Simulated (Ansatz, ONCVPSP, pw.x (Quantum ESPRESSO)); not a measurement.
Ga: one change to the ONCV potential, in the atom and in the fcc crystal

* Element: gallium
* Generator: ONCVPSP 4.0.1.1 (patched build)
* Type: optimised norm-conserving Vanderbilt (ONCV)
* Functional: LDA (Perdew-Wang 92)
* Relativity: scalar-relativistic
* Frozen core: [Ar] 3d10
* Valence charge: 3
* Reference configuration: 4s2 4p1
* Partial waves: 4s: rc 2.00 bohr, ncon 5, nbas 10, qcut 3.1 1/bohr, 2 projectors, debl 1 Ha; 4p: rc 2.65 bohr, ncon 4, nbas 7, qcut 3.7 1/bohr, 2 projectors, debl 2 Ha; d scattering state at 0.04 Ha: rc 2.40 bohr, ncon 4, nbas 8, qcut 4.3 1/bohr, 1 projector
* Local potential: polynomial inside 1.95 bohr (lpopt 5, dvloc0 -1 Ha)
* Core correction: Teter function, fcfact 2.75, rcfact 1.1

Change: core correction Teter function, fcfact 2.75, rcfact 1.92.

Cutoffs, loose and tight: the cutoffs (Ha) at which the residual kinetic energy of the hardest occupied pseudo-wave falls to 1 and 0.1 mHa per electron. They do not see the model core or the augmentation charge, which bear on the density cutoff. Test errors are all-electron minus pseudo excitation energies from the reference, over the configurations 4s2 4p0; 4s1 4p0; 4s2 4p0.5; 4s0 4p3; variants that change the core or the reference have their own tests.

Crystal test: fcc Ga in pw.x 7.5, no spin, 14³ k-points, Fermi–Dirac smearing 0.01 Ry, cutoffs set for each file from its atomic test. The reference is all-electron LAPW (Ansatz 0.2.0) with the same functional, mesh and smearing; V0 and B0 come from Birch–Murnaghan fits to the pressures at five volumes. Errors are pseudo minus all-electron; Δ is the rms difference of the E(V) curves that follow from these fits, minima aligned, over ±6 % about the mean V0. Mesh and smearing are coarse, so the numbers serve the comparison and aren't converged zero-temperature values; the lattice is a test structure that the element need not adopt.

All-electron: a0 = 4.093 Å (V0 = 17.15 Å³/atom), B0 = 65.0 GPa.

Task: Does the change bring the crystal closer to the all-electron result?

Result: The mean pressure error goes from -4.38 to +19.09 GPa, so the change moves the solid further from the all-electron pressures. Neither pressure curve crosses zero within the volumes sampled, so no fits are given.

```
                       quantity       base    changed
                 outcome (atom)  generated  generated
           cutoff, loose (atom)      21 Ha      21 Ha
           cutoff, tight (atom)      67 Ha      67 Ha
            bound ghosts (atom)       none       none
largest test error (meV) (atom)        +33       -495
           cutoffs in pw.x (Ry)    155/620    155/620
      mean pressure error (GPa)      -4.38     +19.09
```

Base: This is a poor potential for the solid. Changed file: This is a poor potential for the solid.
